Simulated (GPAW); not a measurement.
# Br in GPAW: the effect of strain biaxial xy

The system is Br.

```
Br
1.0
     3.22872   -2.22965    0.00000
     3.22872    2.22965    0.00000
     0.00000    0.00000    8.70230
Br
4
Cartesian
  3.2287 0.6016 3.3948
  3.2287 1.6281 7.7459
  3.2287 -0.6016 5.3075
  3.2287 -1.6281 0.9564
```

Alike in all runs:

* Program: GPAW 26.7.0
* Task: band structure
* Functional: PBEsol
* Potentials or basis: PAW data sets generated in the run's folder for this functional
* Cutoff: 600 eV
* Basis: pw
* k mesh: 5 × 5 × 2
* Occupations: fermi-dirac, width 0.05 eV
* Spin: no spin polarisation
* Maxiter: 150
* Band path: GXSRAZGYX1A1TY,ZT
* Band points: 60

```tsv
strain biaxial xy	gap on the mesh (eV)	pressure (GPa)	largest force (eV/Å)
-0.04	1.79	1.9	1.36
-0.02	1.82	1.1	1.12
-0.01	1.83	0.7	1.00
0	?	?	?
0.01	1.80	0.1	0.77
0.02	1.78	-0.2	0.66
0.04	1.74	-0.6	0.44
```

Question: What does the run with strain biaxial xy 0 give?

Answer: gap on the mesh 1.83 eV; pressure 0.4 GPa; largest force 0.88 eV/Å.

Worked out: A parabola through the other rows of the gap on the mesh, of slope -0.738 eV per unit of strain biaxial xy there, gives 1.82 eV, against the run's 1.83. A parabola through the other rows of the pressure, of slope -31.4 GPa per unit of strain biaxial xy there, gives 0.4 GPa, against the run's 0.4. A straight line through the other rows of the largest force, of slope -11.5 eV/Å per unit of strain biaxial xy, gives 0.89 eV/Å, against the run's 0.88.

Caveats: the density grid can change from cell to cell, which puts small steps into energies and stress; forces of over 1 eV/Å show positions far from the minimum, so gaps and moduli don't describe the material at rest (some runs).

A k mesh can miss the band edges.
